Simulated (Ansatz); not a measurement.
# Sn (sc type): how the settings move a single-point run

Question: which choices in the input matter for Sn (sc type)?

Method: reference: DFT, PBE, all-electron LAPW, scalar-relativistic, in Ansatz 0.2.0.

1 further run of the same task is left out (set aside as unsound or not needed).

## (1) The system as given

Symmetry: R-3m, No. 166, trigonal system. The conventional cell has a = 4.279 Å, b = 4.279 Å, c = 5.562 Å, α = 90.00°, β = 90.00°, γ = 120.00°. Sn (site symmetry -3m) is surrounded by 6 Sn at 3.09 Å.

As a file:

```
Sn
1.0
     3.08770    0.06175    0.06175
     0.06175    3.08770    0.06175
     0.06175    0.06175    3.08770
Sn
1
Direct
  0.00000 0.00000 0.00000
```

## (2) The reference run

Input file input.yaml:

```yaml
crystal:
  lattice:
    - [3.0877013286, 0.0617540266, 0.0617540266]
    - [0.0617540266, 3.0877013286, 0.0617540266]
    - [0.0617540266, 0.0617540266, 3.0877013286]
  atoms:
    - { symbol: Sn, position: [0.0, 0.0, 0.0] }
kpoints:
  mp_grid: { grid: [14, 14, 14] }
scf:
  occupations: { method: fermi_dirac, width: 0.03 }
hamiltonian:
  xc: pbe
  pseudopotentials: { kind: all_electron, lapw: { basis_error: 0.001 } }
output:
  forces: true
  stress: true
  eigenvalues: true
```

Started as:

```
> ansatz run input.yaml --threads 1 --pin off --max-ram 2048MiB --backend cpu --events-out ev --progress --plain --runs-dir out
```

Excerpt of the output:

```text
[...]
Basis set: ecut = 200.32099790057248 eV, 191 PW (Γ), exchange–correlation at level 2
[...]
k-points: 288 of 2744
[...]
SCF iter   1: F=—  HF=-168089.367028 eV  |F-HF|=—  |Δ(HF+E_count)|=         —  Δρ=7.73e-3  dr2=1.14e-2  ethr=5.15e-5  ⟨swp⟩=3.2  Hψ=30819  notcnv=0
preconditioner: auto → none  [metal: Δε(μ)=0.021 eV  Ē_g=22.836 eV  σ=0.030 eV  W_gap=0.17  n_scr=6 (ndim 8)  ℏωp=25.6 eV  f_vac=0.002  D(μ)=0.59/eV (n_scr^D=0)  sad-step TF]
SCF iter   2: F=—  HF=-168089.360149 eV  |F-HF|=—  |Δ(HF+E_count)|=   6.88e-3  Δρ=5.22e-3  dr2=6.69e-3  ethr=5.15e-5  ⟨swp⟩=2.0  Hψ=13486  notcnv=0
[...]
SCF iter   5: F=—  HF=-168089.363018 eV  |F-HF|=—  |Δ(HF+E_count)|=   9.56e-6  Δρ=2.15e-5  dr2=1.23e-7  ethr=6.75e-8  ⟨swp⟩=3.0  Hψ=12847  notcnv=0
SCF iter   6: F=-168089.363019 eV  HF=-168089.363019 eV  |F-HF|=3.32e-9  |Δ(HF+E_count)|=   3.65e-7  Δρ=2.39e-6  dr2=1.30e-9  ethr=5.57e-10  ⟨swp⟩=3.0  Hψ=12976  notcnv=0
[...]
SCF converged after 6 iterations
Free energy (F): -168089.363019 eV
[...]
E sigma→0 (E₀):  -168089.362164 eV
[...]
Fermi energy:    12.165064 eV
[...]
  P = ⅓ Tr σ = 0.0696 GPa (0.696 kbar)
[...]
```

Run time: 20 s. Hardware: 1 thread of Arm Neoverse V1, shared host.

## (3) Changed: dr2_threshold 1.0e-05

Edit input.yaml of step 2 so:

```diff
@@ -11,2 +11,3 @@
   occupations: { method: fermi_dirac, width: 0.03 }
+  convergence: { dr2_threshold: 1.0e-05 }
 hamiltonian:
```

Started as:

```
> ansatz run input.yaml --threads 1 --pin off --max-ram 2048MiB --backend cpu --events-out ev --progress --plain --runs-dir out
```

Standard output (excerpt; [...] marks lines left out):

```text
Warning: scf.convergence.dr2_threshold = 1e-5 eV is looser than this run's default, which is 1e-7 eV or tighter. The error in the forces grows as the threshold's square root, so leave the key out unless less accurate forces are enough
Warning: output.stress: scf.convergence.dr2_threshold = 1e-5 eV is looser than the 1e-7 eV advised for a printed stress on datasets or a basis made for the crystal, by an estimate of what a threshold leaves in their stress. Set scf.convergence.dr2_threshold to 1e-7 eV or tighter
LAPW: plane waves up to 7.251 Å⁻¹, error target 1.0e-3 eV per atom; small_component_spin mean_spin; Sn in spheres of 1.544 Å, 22 of its electrons in bands, Dirac shells []
[...]
Pseudopotentials: kind: all_electron
Pseudopotential: Sn, LAPW, valence charge 22, Koelling and Harmon's equation, gaussian nucleus
Functional definition: PBE
[...]
Crystal: 1 atoms, lattice volume = 29.403 Å³
Basis set: ecut = 200.32099790057248 eV, 191 PW (Γ), exchange–correlation at level 2
Bands: 15, of which v1, the nominal top of the filled ones, is band 11 counted from 1 (10 counted from 0)
Symmetry: 12 space group operations
Space group: R-3m (ITA 166), of the structure as read, at distance tolerance 3.1e-5 Å
k-points: 288 of 2744
[...]
SCF iter   1: F=—  HF=-168089.367028 eV  |F-HF|=—  |Δ(HF+E_count)|=         —  Δρ=7.73e-3  dr2=1.14e-2  ethr=5.15e-5  ⟨swp⟩=3.2  Hψ=30819  notcnv=0
[...]
SCF iter   5: F=-168089.363019 eV  HF=-168089.363018 eV  |F-HF|=3.29e-7  |Δ(HF+E_count)|=   9.56e-6  Δρ=2.15e-5  dr2=1.23e-7  ethr=6.75e-8  ⟨swp⟩=3.0  Hψ=12847  notcnv=0
[...]
SCF converged after 5 iterations
Free energy (F): -168089.363019 eV
[...]
E sigma→0 (E₀):  -168089.362164 eV
Entropy (-TS):   -0.001710 eV (-1.710 meV/atom)
Fermi energy:    12.164961 eV
[...]
--- Forces (eV/Å), atoms counted from 1 ---
  atom   1  Sn    -0.00000000     0.00000000    -0.00000000
[...]
--- Stress (GPa, compression-positive) ---
        0.069696      -0.145806      -0.145806
       -0.145806       0.069696      -0.145806
       -0.145806      -0.145806       0.069696
  P = ⅓ Tr σ = 0.0697 GPa (0.697 kbar)
--- Band table (eV; the first three rows and the last of 288) ---
  k-point 0: bands = ["-117.0957", "-72.8792", "-72.8792", "-72.8676", "-9.3516", "-9.3516", "-8.9979", "-8.9979", "-8.9846", "1.6166", "17.4284", "17.4284", "17.6614", "20.8080", "20.8080"]
[...]
```

It took 19 s on 1 thread of Arm Neoverse V1, shared host.

The changed convergence setting doesn't alter the result here (within 0.5 meV/atom). Cost: 5 SCF cycles against 6.

## (4) All runs together

| run | ending | energy change | pressure (GPa) | gap (eV) | force (eV/Å) | cycles | time |
| --- | --- | --- | --- | --- | --- | --- | --- |
| reference | converged | 0 | 0.1 | 0.00 | 0.00 | 6 | 20 s |
| 1: dr2_threshold 1.0e-05 | converged | 0.0 meV/atom | 0.1 | 0.00 | 0.00 | 5 | 19 s |

Residual by cycle in the longest SCF loop of each run; runs are numbered as in the table. The quantity is the density residual dr2, in eV.

| cycle | reference | run 1 |
| --- | --- | --- |
| 1 | 0.0114 | 0.0114 |
| 2 | 0.00669 | 0.00669 |
| 3 | 0.001 | 0.001 |
| 4 | 1.5e-5 | 1.5e-5 |
| 5 | 1.2e-7 | 1.2e-7 |
| 6 | 1.3e-9 | - |

What this shows: Same state: the changed convergence setting leaves the energy within 0.5 meV/atom. Cost: 5 SCF cycles against 6.
